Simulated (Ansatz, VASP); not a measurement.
This is a calculation of ZnSe (Stilleite) for Ansatz 0.2.0.

File input.yaml:

```yaml
crystal:
  lattice:
    - [0.0, 2.8338, 2.8338]
    - [2.8338, 0.0, 2.8338]
    - [2.8338, 2.8338, 0.0]
  atoms:
    - { symbol: Se, position: [0.75, 0.75, 0.75] }
    - { symbol: Zn, position: [0.0, 0.0, 0.0] }
hamiltonian:
  xc: pbe
  pseudopotentials: { kind: paw_fr }
magnetization:
  noncollinear: true
  spin_orbit: true
kpoints:
  mp_grid: { grid: [6, 6, 6] }
  band_path:
    path:
      - [[0.0, 0.0, 0.0], [0.5, 0.0, 0.5], [0.5, 0.25, 0.75], [0.375, 0.375, 0.75], [0.0, 0.0, 0.0], [0.5, 0.5, 0.5], [0.625, 0.25, 0.625], [0.5, 0.25, 0.75], [0.5, 0.5, 0.5], [0.375, 0.375, 0.75]]
      - [[0.625, 0.25, 0.625], [0.5, 0.0, 0.5]]
    npoints: 14
scf:
  occupations: { method: fermi_dirac, width: 0.05 }
  n_extra_bands: 6
output:
  forces: true
  stress: true
  eigenvalues: true
  fatbands: false
```

Potentials or basis: Ansatz PAW.

Launch:

```sh
$ ansatz run input.yaml --threads 2 --pin off --max-ram 5632MiB --backend cpu --events-out ev --progress --plain --runs-dir out
```

Set up the same calculation for VASP 6.6.1. Potentials there: VASP PAW PBE potentials, release 64 (Se, Zn).

As run (the cutoff follows the program's own potentials):

The input INCAR:

```
PREC     = Accurate       # precision mode
ENCUT    = 520            # plane-wave cutoff, eV
EDIFF    = 1E-6           # SCF threshold, eV
ISMEAR   = -1             # smearing method
SIGMA    = 0.05           # smearing width, eV
LREAL    = False          # projectors in reciprocal space
LASPH    = True           # aspherical terms in the spheres
NELM     = 60             # most SCF steps
ALGO     = Normal         # electronic algorithm
ISIF     = 2              # what is computed and relaxed
LWAVE    = False          # write WAVECAR
LCHARG   = False          # write CHGCAR
MAGMOM   = 0 0 0 0 0 0    # initial moments
LORBIT   = 11             # projections on sites
LSORBIT  = True           # spin-orbit coupling
GGA_COMPAT= False        
GGA      = PE             # functional
NBANDS   = 30             # bands
```

File KPOINTS:

```
Automatic mesh
0
Gamma
  6 6 6
```

Contents of POSCAR:

```
ZnSe
1.0
    0.0000000000      2.8338000000      2.8338000000
    2.8338000000      0.0000000000      2.8338000000
    2.8338000000      2.8338000000      0.0000000000
Se Zn
1 1
Direct
    0.7500000000      0.7500000000      0.7500000000
    0.0000000000      0.0000000000      0.0000000000
```

Contents of KPOINTS_OPT:

```
path GXWKGLUWLK,UX
15
line-mode
reciprocal
 0.0000000000  0.0000000000  0.0000000000  G
 0.5000000000  0.0000000000  0.5000000000  X

 0.5000000000  0.0000000000  0.5000000000  X
 0.5000000000  0.2500000000  0.7500000000  W

 0.5000000000  0.2500000000  0.7500000000  W
 0.3750000000  0.3750000000  0.7500000000  K

 0.3750000000  0.3750000000  0.7500000000  K
 0.0000000000  0.0000000000  0.0000000000  G

 0.0000000000  0.0000000000  0.0000000000  G
 0.5000000000  0.5000000000  0.5000000000  L

 0.5000000000  0.5000000000  0.5000000000  L
 0.6250000000  0.2500000000  0.6250000000  U

 0.6250000000  0.2500000000  0.6250000000  U
 0.5000000000  0.2500000000  0.7500000000  W

 0.5000000000  0.2500000000  0.7500000000  W
 0.5000000000  0.5000000000  0.5000000000  L

 0.5000000000  0.5000000000  0.5000000000  L
 0.3750000000  0.3750000000  0.7500000000  K

 0.6250000000  0.2500000000  0.6250000000  U
 0.5000000000  0.0000000000  0.5000000000  X
```

Potentials or basis: VASP PAW PBE potentials, release 64 (Se, Zn).

Run with:

```bash
$ cat potpaw_PBE.64/Se/POTCAR potpaw_PBE.64/Zn/POTCAR > POTCAR
$ mpirun -np 1 vasp_ncl > vasp.out
```

Both were run:

|  | VASP | Ansatz | Ansatz less VASP |
| --- | --- | --- | --- |
| gap on the k mesh at the Fermi level (eV) | 1.16 | 1.16 | -0.002 |
| least direct gap on the mesh (eV) | 1.16 | 1.16 | -0.002 |
| gap along the band path (eV) | 1.16 | 1.16 | -0.002 |
| pressure (GPa) | 2.4 | 2.1 | -0.25 |

The functional is the same, so the differences come from potentials, cutoffs and numerics. The two sets of potentials don't hold the same shells in valence.
